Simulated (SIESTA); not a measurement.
**CdO2 under changes of volume**

One of the cells (14.470 Å³/atom); the others are scaled copies at fixed shape and fractional positions:

```
CELL_PARAMETERS angstrom
3.47623 0.00000 0.00000
-1.73811 3.01050 0.00000
0.00000 0.00000 4.14808
ATOMIC_POSITIONS crystal
Cd 0.00000 0.00000 0.00000
O 0.33333 0.66667 0.24422
O 0.66667 0.33333 0.75578
```

The cell comes from a database or a generator and needn't be the stable form of this composition.

- Program: SIESTA 5.4.2
- Functional: LDA
- Potentials or basis: PseudoDojo 0.4 standard (LDA files)
- Basis: DZP (energy shift 0.003 Ry; two zetas on semicore shells)
- Grid cutoff: 800 Ry
- Energy shift: 0.003 Ry
- k mesh: 9 × 9 × 7
- Occupations: fermi-dirac, width 0.05 eV
- Spin: no spin polarisation

| volume (Å³/atom) | energy over the lowest point (meV/atom) | pressure (GPa) | largest force (eV/Å) |
| --- | --- | --- | --- |
| 13.602 | 0.00 | -8.7 | 0.162 |
| 13.891 | 17.56 | -10.5 | 0.027 |
| 14.181 | 38.14 | -12.0 | 0.099 |
| 14.470 | 61.35 | -13.4 | 0.216 |
| 14.760 | 86.86 | -14.6 | 0.324 |
| 15.049 | 114.33 | -15.5 | 0.425 |
| 15.338 | ? | ? | ? |

Question: What does the run at 15.338 Å³/atom give?

Answer: Energy over the lowest point 143.49 meV/atom; pressure -16.4 GPa; largest force 0.514 eV/Å.

Worked out: A Birch-Murnaghan fit of order 3 (a polynomial in V^(-2/3)) to the other rows has no minimum within the range. It gives 143.52 meV/atom at 15.338 Å³/atom, against the run's 143.49, and -dE/dV = -16.6 GPa, against -16.4.

Energies are extrapolated to zero smearing.

Caveats: the basis of atomic orbitals isn't converged, which shifts pressures, moduli and gaps.
